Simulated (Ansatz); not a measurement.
**Strain and the gap of SiC (wurtzite)**

SiC built on the wurtzite prototype, relaxed with r2SCAN in the plane-wave code Ansatz. It is hexagonal, P6_3mc (No. 186); a = 3.075 Å, c = 5.048 Å in the conventional setting, 10.34 Å³ an atom. Si has 4 C at 1.88–1.90 Å; C has 4 Si at 1.88–1.90 Å.

The axes x, y and z are those of this cell:
```yaml
crystal:
  lattice:
    - [3.07536, 0.00000, 0.00000]
    - [-1.53768, 2.66334, 0.00000]
    - [0.00000, 0.00000, 5.04811]
  atoms:
    - { symbol: Si, position: [0.33333, 0.66667, 0.99959] }
    - { symbol: Si, position: [0.66667, 0.33333, 0.49959] }
    - { symbol: C, position: [0.33333, 0.66667, 0.37541] }
    - { symbol: C, position: [0.66667, 0.33333, 0.87541] }
```

Unstrained: PBE gives an indirect gap of 2.277 eV, from Γ to K; the least direct gap is 3.978 eV at M. With r2SCAN the valence top lies at Γ and the conduction bottom at K, 2.653 eV higher; the smallest vertical gap, at M, is 4.476 eV. With HSE06 the valence top lies at Γ and the conduction bottom at K, 3.160 eV higher; the smallest vertical gap, at M, is 5.060 eV. Meshes: PBE 12×12×6, r2SCAN 12×12×6, HSE06 6×6×4. Strains are changes of length per length. After each strain the atoms were relaxed again with r2SCAN within the symmetry that the strain leaves, so tilts or polar shifts that break it weren't tested; points keep the names that they have in the unstrained zone. No spin polarisation and no zero-point or thermal motion.

Changes of the least gap in eV (an overlap counts as a negative gap):
```csv
strain,volume change (%),space group,PBE,r2SCAN,HSE06,"energy rise, r2SCAN (meV/atom)"
uniaxial +1.5 % along x,+1.5,Cmc2_1,+0.018,+0.012,+0.014,3.8
isotropic -2.0 % on every length,-5.9,P6_3mc,-0.115,-0.096,-0.099,28.1
"epitaxial +2.5 % in the xy plane, free normal strain -0.39 %",+4.7,P6_3mc,+0.156,+0.140,+0.158,24.1
"epitaxial +4.0 % in the xy plane, free normal strain -0.61 %",+7.5,P6_3mc,-0.070,-0.059,-0.026,59.5
```

Uniaxial +1.5 % along x, other directions held. HSE06: the gap goes from 3.160 to 3.174 eV (+0.014 eV); the edges go from Γ → K to Γ → (0.328, 0.336, 0); with r2SCAN the top three valence levels at Γ, grouped 2+1 from the top over 112 meV, become 1+1+1 over 123 meV. Stress change with r2SCAN, compression positive: xx -7.68, yy -1.55, zz -0.71 GPa.

Isotropic -2.0 % on every length. HSE06: the gap goes from 3.160 to 3.061 eV (-0.099 eV); with r2SCAN the top three valence levels at Γ, grouped 2+1 from the top over 112 meV, become 2+1 over 119 meV. Stress change with r2SCAN, compression positive: xx +15.65, yy +15.65, zz +15.28 GPa. For HSE06, dE_g/d ln V = 1.6 eV over this step.

Epitaxial +2.5 % in the xy plane, free normal strain -0.39 %. HSE06: the gap goes from 3.160 to 3.318 eV (+0.158 eV); with r2SCAN the top three valence levels at Γ, grouped 2+1 from the top over 112 meV, become 1+2 over 111 meV. Stress change with r2SCAN, compression positive: xx -14.19, yy -14.19, zz -0.02 GPa.

Epitaxial +4.0 % in the xy plane, free normal strain -0.61 %. HSE06: the gap goes from 3.160 to 3.134 eV (-0.026 eV); the edges move from Γ → K to Γ → M; with r2SCAN the top three valence levels at Γ, grouped 2+1 from the top over 112 meV, become 1+2 over 197 meV. Stress change with r2SCAN, compression positive: xx -21.23, yy -21.23, zz -0.01 GPa.

Where an edge lies off the special points, it is a point of the mesh or the k point where a search put PBE's edge or least direct gap, reused for the other functionals, whose own edges may lie a little apart.

Coordinates of k points refer to the reciprocal vectors of the primitive cell of the runs.

The meshes of the hybrids are coarse, so their gaps aren't converged to the digits shown.

The splittings at Γ are without spin-orbit coupling, which regroups them where it is of like size or larger.
